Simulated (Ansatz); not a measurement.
## Choice of functional: Ba

```
Ba
1.0
    -2.50000    2.50000    2.50000
     2.50000   -2.50000    2.50000
     2.50000    2.50000   -2.50000
Ba
1
Direct
  0.00000 0.00000 0.00000
```

The structure is an experimental refinement, used without relaxation.

Spin–orbit coupling is left out, though it moves levels of the heavy atoms by tenths of an eV or more.

One fixed cell is solved with several functionals by frozen-core PAW in Ansatz 0.2.0, scalar-relativistically. A positive pressure means that the functional wants a larger cell.

The PAW files were made with PBE; their cores are remade for each functional.

The runs use a Γ-centred 10×10×10 k mesh, Fermi–Dirac smearing of 0.05 eV, cutoff 420 eV, no spin polarisation.

Cutoffs: PBE 420 eV, LDA 420 eV, PBEsol 420 eV, r²SCAN 500 eV.

One of the runs gave P (GPa) = -1.24, lowest level at Γ above −25 eV, from the valence-band top or, without a gap, the Fermi level (eV) = -13.76. Which setting was it?
A. PBE
B. LDA
C. PBEsol
D. r²SCAN

B. The full set:
```tsv
setting	P (GPa)	lowest level at Γ above −25 eV, from the valence-band top or, without a gap, the Fermi level (eV)
PBE	0.11	-13.79
LDA	-1.24	-13.76
PBEsol	-0.60	-13.74
r²SCAN	0.36	-14.42
```
